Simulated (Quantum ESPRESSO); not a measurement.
A run of Quantum ESPRESSO 7.5:

The input pw.in:

```
&CONTROL
  calculation = 'scf'
  prefix = 'pwscf'
  outdir = './tmp'
  pseudo_dir = './pseudo'
  tprnfor = .true.
  tstress = .true.
  disk_io = 'nowf'
/
&SYSTEM
  ibrav = 0
  nat = 3
  ntyp = 2
  ecutwfc = 45
  ecutrho = 360
  nbnd = 24
  occupations = 'smearing'
  smearing = 'gaussian'
  degauss = 0.00367493
  nspin = 2
  starting_magnetization(1) = 0.25
  starting_magnetization(2) = 0
/
&ELECTRONS
  conv_thr = 1.2d-07
  electron_maxstep = 100
  mixing_beta = 0.7
  mixing_ndim = 20
/
ATOMIC_SPECIES
Pt   195.0840 pt_pbe_v1.4.uspp.F.UPF
Se    78.9710 se_pbe_v1.uspp.F.UPF
CELL_PARAMETERS angstrom
   3.7240002900    0.0000000000    0.0000000000
  -1.8620001500    3.2250788600    0.0000000000
   0.0000000000    0.0000000000    5.0619995800
ATOMIC_POSITIONS crystal
Pt     0.0000000000    0.0000000000    0.0000000000
Se     0.3333333333    0.6666666667    0.2500000000
Se     0.6666666667    0.3333333333    0.7500000000
K_POINTS automatic
6 6 4 0 0 0
HUBBARD {ortho-atomic}
U Pt-5d 1.0
```

Potentials or basis: GBRV 1.5 PBE.

The run is started by

```sh
$ OMP_NUM_THREADS=1 mpirun -n 2 pw.x -nk 2 -in pw.in > pw.out
```

Hardware: 2 MPI ranks on Intel(R) Xeon(R) Processor @ 2.50GHz (Skylake/Cascade Lake) (shared host).

How long does it take, and how much memory?

Wall time 61 s on 2 MPI ranks on Intel(R) Xeon(R) Processor @ 2.50GHz (Skylake/Cascade Lake), on a shared host, peak memory 0.38 GiB a rank. Counts: scf iterations 9, k pools 2, bands 24, k points 24, g dense 47337.
